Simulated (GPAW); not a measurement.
# SnTe (Fm-3m) in GPAW: a series of runs

Aim: see how the results for SnTe move with the level of theory and the settings. Levels: PBE, r2SCAN. Tasks: single point.

All numbers are computed with GPAW 26.7.0; they aren't measurements. Logs are shortened: lines on timing, memory, paths and dates and some standing lists are left out, and cuts for length are marked. The log counts tension as positive stress, the text compression.

**Measured values to compare with.**

A printed reference work, textbook reports, for a bulk crystal of SnTe at 300 K: band gap 0.18 eV (direct).

The results are compared with them further down.

### Step 1. Starting point

It takes space group Fm-3m (No. 225, cubic). Conventional cell: a = 6.302 Å, b = 6.302 Å, c = 6.302 Å, α = 90.00°, β = 90.00°, γ = 90.00°. Around Te (site symmetry m-3m) lie 6 Sn at 3.15 Å. Around Sn (site symmetry m-3m) lie 6 Te at 3.15 Å.

### Step 2. Single point, PBE

Contents of run.py:

```python
import spglib
from ase import Atoms
from ase.dft.bandgap import bandgap
from ase.io import read, write
from ase.units import GPa
from gpaw import GPAW, PW

atoms = read('SnTe.cif')
cell, positions, numbers = spglib.find_primitive(
    (atoms.cell[:], atoms.get_scaled_positions(), atoms.numbers), symprec=1e-4)
atoms = Atoms(numbers, cell=cell, scaled_positions=positions, pbc=True)

calc = GPAW(mode=PW(450),
            xc='PBE',
            kpts={'size': (6, 6, 6), 'gamma': True},
            occupations={'name': 'fermi-dirac', 'width': 0.01},
            setups={'Te': '16'},
            nbands=-9,
            convergence={'density': 1e-05, 'energy': 1e-05},
            maxiter=150,
            txt='gpaw.txt')
atoms.calc = calc
energy = atoms.get_potential_energy()
forces = atoms.get_forces()
stress = atoms.get_stress()
calc.write('gs.gpw')
write('result.traj', atoms)
print(f'Energy: {energy:.6f} eV')
print('Forces (eV/A):')
print(forces.round(4))
print('Stress (GPa):', (stress / GPa).round(3))
print('Fermi level:', round(calc.get_fermi_level(), 4), 'eV')
print(f'Gap: {bandgap(calc)[0]:.4f} eV, direct: {bandgap(calc, direct=True)[0]:.4f} eV')
```

Contents of SnTe.cif:

```cif
data_SnTe
_cell_length_a 6.30170000
_cell_length_b 6.30170000
_cell_length_c 6.30170000
_cell_angle_alpha 90.00000000
_cell_angle_beta 90.00000000
_cell_angle_gamma 90.00000000
_space_group_name_H-M_alt 'Fm-3m'
_space_group_name_Hall '-F 4 2 3'
_space_group_IT_number 225
loop_
_space_group_symop_operation_xyz
'x,y,z'
'-x,-y,-z'
'-y,x,z'
'y,-x,-z'
'-x,-y,z'
'x,y,-z'
'y,-x,z'
'-y,x,-z'
'x,-y,-z'
'-x,y,z'
'-y,-x,-z'
'y,x,z'
'-x,y,-z'
'x,-y,z'
'y,x,-z'
'-y,-x,z'
'z,x,y'
'-z,-x,-y'
'z,-y,x'
'-z,y,-x'
'z,-x,-y'
'-z,x,y'
'z,y,-x'
'-z,-y,x'
'-z,x,-y'
'z,-x,y'
'-z,-y,-x'
'z,y,x'
'-z,-x,y'
'z,x,-y'
'-z,y,x'
'z,-y,-x'
'y,z,x'
'-y,-z,-x'
'x,z,-y'
'-x,-z,y'
'-y,z,-x'
'y,-z,x'
'-x,z,y'
'x,-z,-y'
'-y,-z,x'
'y,z,-x'
'-x,-z,-y'
'x,z,y'
'y,-z,-x'
'-y,z,x'
'x,-z,y'
'-x,z,-y'
'x,y+1/2,z+1/2'
'-x,-y+1/2,-z+1/2'
'-y,x+1/2,z+1/2'
[... 62 lines left out ...]
'-z+1/2,-x,-y+1/2'
'z+1/2,-y,x+1/2'
'-z+1/2,y,-x+1/2'
'z+1/2,-x,-y+1/2'
'-z+1/2,x,y+1/2'
'z+1/2,y,-x+1/2'
'-z+1/2,-y,x+1/2'
'-z+1/2,x,-y+1/2'
'z+1/2,-x,y+1/2'
'-z+1/2,-y,-x+1/2'
'z+1/2,y,x+1/2'
'-z+1/2,-x,y+1/2'
'z+1/2,x,-y+1/2'
'-z+1/2,y,x+1/2'
'z+1/2,-y,-x+1/2'
'y+1/2,z,x+1/2'
'-y+1/2,-z,-x+1/2'
'x+1/2,z,-y+1/2'
'-x+1/2,-z,y+1/2'
'-y+1/2,z,-x+1/2'
'y+1/2,-z,x+1/2'
'-x+1/2,z,y+1/2'
'x+1/2,-z,-y+1/2'
'-y+1/2,-z,x+1/2'
'y+1/2,z,-x+1/2'
'-x+1/2,-z,-y+1/2'
'x+1/2,z,y+1/2'
'y+1/2,-z,-x+1/2'
'-y+1/2,z,x+1/2'
'x+1/2,-z,y+1/2'
'-x+1/2,z,-y+1/2'
'x+1/2,y+1/2,z'
'-x+1/2,-y+1/2,-z'
'-y+1/2,x+1/2,z'
'y+1/2,-x+1/2,-z'
'-x+1/2,-y+1/2,z'
'x+1/2,y+1/2,-z'
'y+1/2,-x+1/2,z'
'-y+1/2,x+1/2,-z'
'x+1/2,-y+1/2,-z'
'-x+1/2,y+1/2,z'
'-y+1/2,-x+1/2,-z'
'y+1/2,x+1/2,z'
'-x+1/2,y+1/2,-z'
'x+1/2,-y+1/2,z'
'y+1/2,x+1/2,-z'
'-y+1/2,-x+1/2,z'
'z+1/2,x+1/2,y'
'-z+1/2,-x+1/2,-y'
'z+1/2,-y+1/2,x'
'-z+1/2,y+1/2,-x'
'z+1/2,-x+1/2,-y'
'-z+1/2,x+1/2,y'
'z+1/2,y+1/2,-x'
'-z+1/2,-y+1/2,x'
'-z+1/2,x+1/2,-y'
'z+1/2,-x+1/2,y'
'-z+1/2,-y+1/2,-x'
'z+1/2,y+1/2,x'
'-z+1/2,-x+1/2,y'
'z+1/2,x+1/2,-y'
'-z+1/2,y+1/2,x'
'z+1/2,-y+1/2,-x'
'y+1/2,z+1/2,x'
'-y+1/2,-z+1/2,-x'
'x+1/2,z+1/2,-y'
'-x+1/2,-z+1/2,y'
'-y+1/2,z+1/2,-x'
'y+1/2,-z+1/2,x'
'-x+1/2,z+1/2,y'
'x+1/2,-z+1/2,-y'
'-y+1/2,-z+1/2,x'
'y+1/2,z+1/2,-x'
'-x+1/2,-z+1/2,-y'
'x+1/2,z+1/2,y'
'y+1/2,-z+1/2,-x'
'-y+1/2,z+1/2,x'
'x+1/2,-z+1/2,y'
'-x+1/2,z+1/2,-y'
loop_
_atom_site_label
_atom_site_type_symbol
_atom_site_symmetry_multiplicity
_atom_site_Wyckoff_symbol
_atom_site_fract_x
_atom_site_fract_y
_atom_site_fract_z
_atom_site_occupancy
Te1 Te 4 b 0.5000000000 0.0000000000 0.0000000000 1
Sn1 Sn 4 a 0.0000000000 0.0000000000 0.0000000000 1
```

Potentials or basis: GPAW PAW data sets (gpaw-data 1.2.1), other valence, pw.

Launch:

```bash
> OMP_NUM_THREADS=1 python run.py
```

gpaw.txt:

```text
__  _  _
 | _ |_)|_||  |
 |__||  | ||/\| - 26.7.0

Input parameters:
  mode=PW(ecut=450.00000000000006),
  convergence={'density': 1e-05, 'energy': 1e-05},
  kpts=MonkhorstPack(size=(6, 6, 6), gamma=True),
  maxiter=150,
  nbands=-9,
  occupations=Occupations(name='fermi-dirac', width=0.01),
  setups={'Te': '16'},
  xc=XC(name='PBE')

Diagonalizing LCAO Hamiltonian
Converting LCAO to pw mode

                 Te

       Sn

Atoms  # Å, Bohr magnetons
|   | symbol |        x |        y |        z |    initial magnetic moments |
|---|--------|----------|----------|----------|-----------------------------|
| 0 |     Te | 3.150850 | 3.150850 | 3.150850 | ( 0.0000,  0.0000,  0.0000) |
| 1 |     Sn | 0.000000 | 0.000000 | 0.000000 | ( 0.0000,  0.0000,  0.0000) |

Unit cell  # Å
| periodic |        x |        y |        z |  lengths |    angles |
|----------|----------|----------|----------|----------|-----------|
|      yes | 0.000000 | 3.150850 | 3.150850 | 4.455975 | 60.000000 |
|      yes | 3.150850 | 0.000000 | 3.150850 | 4.455975 | 60.000000 |
|      yes | 3.150850 | 3.150850 | 0.000000 | 4.455975 | 60.000000 |

Number of symmetries: 48
Symmetry operations  # r_c * U_cc + t_c -> r_c
|    | kind |            matrix            |
|----|------|------------------------------|
|  0 |  σ   |  1, 0, 0,  1, 0,-1,  1,-1, 0 |
|  1 |  C2  |  1, 0, 0,  1,-1, 0,  1, 0,-1 |
|  2 |  E   |  1, 0, 0,  0, 1, 0,  0, 0, 1 |
|  3 |  σ   |  1, 0, 0,  0, 0, 1,  0, 1, 0 |
|  4 |  C4  |  1, 0,-1,  1, 0, 0,  1,-1, 0 |
|  5 |  S6  |  1, 0,-1,  1,-1, 0,  1, 0, 0 |
|  6 |  σ   |  1, 0,-1,  0, 1,-1,  0, 0,-1 |
|  7 |  C3  |  1, 0,-1,  0, 0,-1,  0, 1,-1 |
|  8 |  S6  |  1,-1, 0,  1, 0, 0,  1, 0,-1 |
|  9 |  C4  |  1,-1, 0,  1, 0,-1,  1, 0, 0 |
| 10 |  C3  |  1,-1, 0,  0,-1, 1,  0,-1, 0 |
| 11 |  σ   |  1,-1, 0,  0,-1, 0,  0,-1, 1 |
| 12 |  σ   |  0, 1, 0,  1, 0, 0,  0, 0, 1 |
| 13 |  C4  |  0, 1, 0,  0, 1,-1, -1, 1, 0 |
| 14 |  C3  |  0, 1, 0,  0, 0, 1,  1, 0, 0 |
| 15 |  S6  |  0, 1, 0, -1, 1, 0,  0, 1,-1 |
| 16 |  C2  |  0, 1,-1,  1, 0,-1,  0, 0,-1 |
| 17 |  σ   |  0, 1,-1,  0, 1, 0, -1, 1, 0 |
| 18 |  S4  |  0, 1,-1,  0, 0,-1,  1, 0,-1 |
| 19 |  C4  |  0, 1,-1, -1, 1, 0,  0, 1, 0 |
| 20 |  C3  |  0, 0, 1,  1, 0, 0,  0, 1, 0 |
| 21 |  σ   |  0, 0, 1,  0, 1, 0,  1, 0, 0 |
| 22 |  S6  |  0, 0, 1,  0,-1, 1, -1, 0, 1 |
| 23 |  C4  |  0, 0, 1, -1, 0, 1,  0,-1, 1 |
| 24 |  S4  |  0, 0,-1,  1, 0,-1,  0, 1,-1 |
| 25 |  C3  |  0, 0,-1,  0, 1,-1,  1, 0,-1 |
| 26 |  C2  |  0, 0,-1,  0,-1, 0, -1, 0, 0 |
| 27 |  S6  |  0, 0,-1, -1, 0, 0,  0,-1, 0 |
| 28 |  S4  |  0,-1, 1,  1,-1, 0,  0,-1, 0 |
| 29 |  C4  |  0,-1, 1,  0, 0, 1, -1, 0, 1 |
| 30 |  C2  |  0,-1, 1,  0,-1, 0,  1,-1, 0 |
| 31 |  σ   |  0,-1, 1, -1, 0, 1,  0, 0, 1 |
| 32 |  C3  |  0,-1, 0,  1,-1, 0,  0,-1, 1 |
| 33 |  S6  |  0,-1, 0,  0, 0,-1, -1, 0, 0 |
| 34 |  S4  |  0,-1, 0,  0,-1, 1,  1,-1, 0 |
| 35 |  C2  |  0,-1, 0, -1, 0, 0,  0, 0,-1 |
| 36 |  C2  | -1, 1, 0,  0, 1, 0,  0, 1,-1 |
| 37 |  S6  | -1, 1, 0,  0, 1,-1,  0, 1, 0 |
| 38 |  S4  | -1, 1, 0, -1, 0, 1, -1, 0, 0 |
| 39 |  C3  | -1, 1, 0, -1, 0, 0, -1, 0, 1 |
| 40 |  S6  | -1, 0, 1,  0, 0, 1,  0,-1, 1 |
| 41 |  C2  | -1, 0, 1,  0,-1, 1,  0, 0, 1 |
| 42 |  C3  | -1, 0, 1, -1, 1, 0, -1, 0, 0 |
| 43 |  S4  | -1, 0, 1, -1, 0, 0, -1, 1, 0 |
| 44 |  C2  | -1, 0, 0,  0, 0,-1,  0,-1, 0 |
| 45 |  i   | -1, 0, 0,  0,-1, 0,  0, 0,-1 |
[... 64 lines left out ...]
    |    s |        |      12.123 |    1.164 |
    |    p |        |      21.256 |    1.164 |
    |    d |        |     -14.449 |    1.164 |

    Using partial waves for Te as LCAO basis

  Sn:
    name:    Tin
    Z:       50.0
    valence: 14
    core:    36
    charge:  0.0  # [|e|]
    compensation charges:
      type: gauss
      rc: 0.38  # [Å]
      lmax: 2
    cutoffs:
      filter: 2.23  # [Å]
      core: 2.35  # [Å]
    projectors
    | kind |    occ | energy [eV] | rcut [Å] |
    |------|--------|-------------|----------|
    |   5s |  2.000 |     -10.538 |    1.201 |
    |   5p |  2.000 |      -3.696 |    1.270 |
    |   4d | 10.000 |     -25.845 |    1.185 |
    |    s |        |      16.674 |    1.201 |
    |    p |        |      23.515 |    1.270 |
    |    d |        |       1.367 |    1.185 |

    Using partial waves for Sn as LCAO basis

Reference energy: -352801.376744  # eV

eigensolver:
  PPCG
  Converge bands: occupied
  niter=2

density mixing:
  MSR1-Mixer
  Pratt-step length: 0.05
  Maximum mixing coefficient: 0.75
  Old densities: 10
  SVD Regularization: 0.005
  Good broyden scale: 1.0
  Trust region scale: 1.0
  Backstep threshold: 4.0
  History deletion threshold: 6.0
  Fourier metric: weight=20.0, sigma=0.015

occupation numbers:
  Fermi-Dirac:
    width: 0.0100  # eV

poisson solver:
  ecut: 3600.0000000000005  # eV

xc functional:
  name: PBE with 2 nearest neighbor stencil

convergence criteria:
- Maximum integral of absolute [dens]ity change: 1e-05 electrons / valence electron
- Maximum [total energy] change in last 3 cyles: 1e-05 eV / valence electron
- Maximum integral of absolute [eigenst]ate change: 4e-08 eV^2 / valence electron
maximum number of iterations: 150

SCF iterations
|iter     | |      energy | eigst |  dens |
|---------|-|-------------|-------|-------|
|iter:   1| |   -7.715613 | -0.46 |       |
|iter:   2| |   -7.707858 | -2.79 | -1.66 |
|iter:   3| |   -7.678182 | -2.90 | -1.70 |
|iter:   4| |   -7.679378 | -4.18 | -2.30 |
|iter:   5| |   -7.679612 | -4.88 | -2.86 |
|iter:   6| |   -7.679620c| -6.34 | -3.64 |
|iter:   7| |   -7.679620c| -7.42c| -4.28 |
|iter:   8| |   -7.679621c| -7.45c| -4.78 |
|iter:   9| |   -7.679621c| -8.06c| -5.75c|

Converged in 9 steps
Energy contributions relative to reference atoms: (reference = -352801.376744)

Energy contributions:
  Kinetic:          14.399052
  Coulomb:         -14.213753
  Zero:             -0.051921
  External:          0.000000
  Xc:               -7.812997
  Entropy:          -0.000003
  Spinorbit:         0.000000
  ----------------------------
  Free energy:      -7.679622
  Extrapolated:     -7.679621

dipole moment: (-21.364782, -21.364782, -21.364782)  # |e|*Ang

Fermi level: 6.510
Eigenvalues  # (at kpt = [0.000, 0.000, 0.000])
| band index |      eig [eV] | occ [0-2] |
|------------|---------------|-----------|
|          0 |       -30.601 |     2.000 |
|        ... |               |           |
|          7 |       -15.438 |     2.000 |
|          8 |       -15.438 |     2.000 |
|          9 |       -15.438 |     2.000 |
|         10 |        -6.330 |     2.000 |
|         11 |         1.802 |     2.000 |
|         12 |         4.315 |     2.000 |
[... 9 lines left out ...]
|         22 |        13.055 |     0.000 |
|         23 |        13.406 |     0.000 |

Gap: 0.157 eV
Transition (v -> c):
  (s=0, k=15, n=14, [0.50, 0.50, 0.50]) -> (s=0, k=15, n=15, [0.50, 0.50, 0.50])
No difference between direct/indirect transitions

Forces  # eV/Ang
|       x |        y |       z |
|---------|----------|---------|
| 0.00000 | -0.00000 | 0.00000 |  # Te   0
| 0.00000 | -0.00000 | 0.00000 |  # Sn   1

Stress tensor  # eV/Ang^3
|         x |         y |         z |
|-----------|-----------|-----------|
| -0.004658 | -0.000000 |  0.000000 |
| -0.000000 | -0.004658 | -0.000000 |
|  0.000000 | -0.000000 | -0.004658 |

# Writing to gs.gpw (mode='')
```

Wall time 13 s (1 thread of Arm Neoverse V1, shared host); peak memory 0.15 GiB.

What came out:

| Item | Value |
| --- | --- |
| Free energy | -7.6796 eV |
| Pressure | 0.7 GPa |
| Band gap on the k mesh | 0.16 eV, direct |

Caveat: the cutoff is short for stress and forces, so pressures can be off by a GPa or more; spin-orbit coupling is left out, which moves the levels of the heavy elements.

(Part 1 of 2 ends here.)
